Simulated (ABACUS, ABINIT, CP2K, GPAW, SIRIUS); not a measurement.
Cost and result for the equilibrium volume of HgTe

Symmetry: F-43m, No. 216, cubic system. The conventional cell has a = 6.429 Å, b = 6.429 Å, c = 6.429 Å, α = 90.00°, β = 90.00°, γ = 90.00°. Hg (site symmetry -43m) is surrounded by 4 Te at 2.78 Å. Around Te (site symmetry -43m) lie 4 Hg at 2.78 Å.

| rung | level | program and potentials | cutoff (eV) | k mesh | smearing | task | core time | chip | equilibrium volume (Å³/atom) | notes |
| --- | --- | --- | --- | --- | --- | --- | --- | --- | --- | --- |
| GGA + dispersion | RPBE+D4 | CP2K, POTENTIAL_UZH Hg GTH-PBE-q12, Te GTH-PBE-q6; DZVP-MOLOPT-PBE-GTH basis | - | 6 × 6 × 6 | fermi-dirac 0.05 | relaxation of cell and atoms | 76 s | Arm Neoverse V1 | 35.26 | atomic basis; potentials made for PBE; 9 valence electrons an atom on average |
| GGA + dispersion | RPBE+D3(zero damping) | CP2K, POTENTIAL_UZH Hg GTH-PBE-q12, Te GTH-PBE-q6; DZVP-MOLOPT-PBE-GTH basis | - | 6 × 6 × 6 | fermi-dirac 0.05 | relaxation of cell and atoms | 78 s | Arm Neoverse V1 | 36.48 | atomic basis; potentials made for PBE; 9 valence electrons an atom on average |
| GGA | WC | GPAW, PAW data sets generated for this functional | 600 | 6 × 6 × 6 | fermi-dirac 0.05 | equation of state | 94 s | Intel Xeon Platinum 8488C Sapphire Rapids | 34.61 | - |
| GGA + dispersion | PBEsol+D3(zero damping) | GPAW, PAW data sets generated for this functional | 600 | 6 × 6 × 6 | fermi-dirac 0.05 | equation of state | 99 s | Intel Xeon Platinum 8488C Sapphire Rapids | 33.37 | - |
| GGA + dispersion | RPBE+D3(BJ)+ATM | CP2K, POTENTIAL_UZH Hg GTH-PBE-q12, Te GTH-PBE-q6; DZVP-MOLOPT-PBE-GTH basis | - | 6 × 6 × 6 | fermi-dirac 0.05 | relaxation of cell and atoms | 1.7 min | Arm Neoverse V1 | 31.74 | atomic basis; potentials made for PBE; 9 valence electrons an atom on average |
| GGA + dispersion | PBE+D4 | GPAW, GPAW PAW data sets (gpaw-data 1.2.1) | 600 | 6 × 6 × 6 | fermi-dirac 0.05 | equation of state | 1.9 min | Intel Xeon Platinum 8488C Sapphire Rapids | 35.03 | - |
| GGA | PBEsol | GPAW, PAW data sets generated for this functional | 600 | 7 × 7 × 7 | fermi-dirac 0.05 | equation of state | 2.3 min | Arm Neoverse V1 | 34.50 | - |
| LDA | LDA | ABINIT, PseudoDojo NC SR LDA v0.4.1 standard | 1088 | 5 × 5 × 5 | fermi-dirac 0.05 | relaxation of cell and atoms | 3.9 min | Arm Neoverse V2 | 33.46 | 18 valence electrons an atom on average |
| GGA | PBEsol | ABACUS, PseudoDojo NC SR 0.4.1 PBEsol standard, plane waves | 1129 | 7 × 7 × 7 | fermi-dirac 0.05 | equation of state | 5.8 min | Intel Xeon Platinum 8559C Emerald Rapids | 34.55 | - |
| GGA | PBEsol | SIRIUS, all-electron FP-LAPW, apw+lo standard | - | 7 × 7 × 7 | fermi-dirac 0.05 | equation of state | 15 min | Intel Xeon Platinum 8375C Ice Lake | 34.47 | - |

Times are single runs on shared hosts and different chips, so they are rough; meshes, cutoffs and the tasks' sizes weigh on the time. All rows: no spin polarisation. Smearing widths are in eV. For a metal such meshes aren't converged. Meshes differ between rows, which moves values too. Meshes are those of the run's cell of 2 atoms unless a note names another. Relaxations start from the cell shown or near it and stop with a little pressure left. The cell shown, of 33.22 Å³ an atom, is the runs' start and not the measured value. Misses use the values as printed. Runs on faulty files, with rough fits or with known faults for this quantity aren't shown. No row holds spin-orbit coupling.

Measured: 33.73 Å³/atom at 300 K (a printed reference work).

Task: Which of the timed runs without a coarse mesh or an atomic basis is the cheapest that comes within 1.5 % of the measured equilibrium volume?

Result: PBEsol+D3(zero damping) (GPAW, PAW data sets generated for this functional): 33.37 Å³/atom in 99 s. One crystal doesn't make the level reliable, since errors can cancel. The runs are for a static lattice, while measurements hold temperature and zero-point motion.
